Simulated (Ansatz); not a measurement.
What does this script print? It uses the Ansatz DFT code, driven from Python.

`coo.yaml`
```yaml
crystal:
  lattice:
    - [3.197646, 0.0, 0.0]
    - [-1.598823, 2.769242, 0.0]
    - [0.0, 0.0, 5.22871]
  atoms:
    - { symbol: Co, position: [0.0, 0.0, 0.003474], spin: 3.2 }
    - { symbol: Co, position: [0.333333, 0.666667, 0.503362], spin: 3.2 }
    - { symbol: O, position: [0.0, 0.0, 0.371609] }
    - { symbol: O, position: [0.333333, 0.666667, 0.871556] }
magnetization:
  spin_polarized: true
kpoints:
  mp_grid: { kspacing: 0.3 }
hamiltonian:
  xc: r2scan
scf:
  occupations: { method: gaussian, width: 0.15 }
output:
  forces: true
  stress: true
md:
  timestep: 1.0
  n_steps: 500
  ensemble: nvt_langevin
  temperature: 300.0
```

`coo_convert.py`
```python
"""Turn an input file for CoO into a chain of calls."""

import ansatz as az


def main() -> None:
    model = az.Calculation.from_yaml("coo.yaml")
    print(model.to_python())


if __name__ == "__main__":
    main()
```

Running `python coo_convert.py` prints:
```text
(
    az.Lattice.of(((3.197646, 0.0, 0.0), (-1.598823, 2.769242, 0.0), (0.0, 0.0, 5.22871)))
    .atom("Co", (0.0, 0.0, 0.003474), moment=3.2)
    .atom("Co", (0.333333, 0.666667, 0.503362), moment=3.2)
    .atom("O", (0.0, 0.0, 0.371609))
    .atom("O", (0.333333, 0.666667, 0.871556))
    .calculation()
    .kpoints(spacing=0.3)
    .functional("r2scan")
    .spin("collinear")
    .occupations(method="gaussian", width=0.15)
    .md(timestep=1.0, steps=500, ensemble="nvt_langevin", temperature=300.0)
    .forces()
    .stress()
)
```

The input is only written out: it wasn't run, and its settings aren't tested. The structure comes from a database and needn't be a stable phase.
